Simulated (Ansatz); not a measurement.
Runs of Ansatz 0.2.0 on Pd. It takes space group Fm-3m (No. 225, cubic). The conventional cell has a = 3.893 Å, b = 3.893 Å, c = 3.893 Å, α = 90.00°, β = 90.00°, γ = 90.00°. Pd (site symmetry m-3m) is surrounded by 12 Pd at 2.75 Å. 

```csv
task,level,potentials or basis,spin,U,fixed moment (μB),cell,k mesh,cutoff (eV),smearing,start of the occupations,double counting,hubbard projectors,optics k mesh,broadening,basis error allowed,mesh quality,gap on the mesh (eV),pressure (GPa)
elastic constants,SVWN5,all-electron PAW datasets made for the crystal,"collinear, program default start",-,1.0,as given,16 × 16 × 16,280,cold 0.1 eV,-,-,-,-,-,-,not flagged,-,-4.2
band structure,B88-PBE,"all-electron LAPW, scalar-relativistic",off,-,-,cell strained at random at fixed volume,12 × 12 × 12,283,gaussian 0.1 eV,-,-,-,-,-,0.001 eV/atom,not flagged,-,7.1
single point,PBE-PBEsol,all-electron PAW datasets made for the crystal,"collinear, ferromagnetic start",-,-,volume scaled by 0.96,12 × 12 × 12,280,gaussian 0.05 eV,-,-,-,-,-,-,not flagged,none,18.5
single point,PBE,"all-electron LAPW, scalar-relativistic",off,-,-,as given,6 × 6 × 6,247,fermi-dirac 0.03 eV,-,-,-,-,-,0.002 eV/atom,coarse,none,(a)
optical spectrum,PBE+D3(BJ)+U,"all-electron LAPW, relativistic spinors","SOC, no magnetisation",Pd d U = 5.3 eV,-,volume scaled by 1.08,9 × 9 × 9,253,fermi-dirac 0.05 eV,auto,fll,ortho-atomic,13 × 13 × 13,0.1 eV,0.001 eV/atom,coarse,none,-
```

Task: Estimate the missing entries.

Result: (a) 5.6.

Caveats: some runs use coarse meshes; a metal's response needs a denser mesh (some runs); the cell is more than 3 GPa from zero pressure, which shifts response properties (some runs); the program listed the state as in doubt (some runs); the datasets are made anew for each crystal, so energies of different cells compare to about 1 meV per atom (some runs); the total moment is fixed, so each spin has its own Fermi level (some runs); local fields are left out (some runs); U is the effective U less J, on atomic orbitals that reach past the spheres (some runs).

A k mesh can miss the band edges, and rows without SOC leave out spin-orbit coupling on Pd.

A gap of «none» marks a metal or a gap under the smearing width.

The runs don't all hold the same shells in valence.
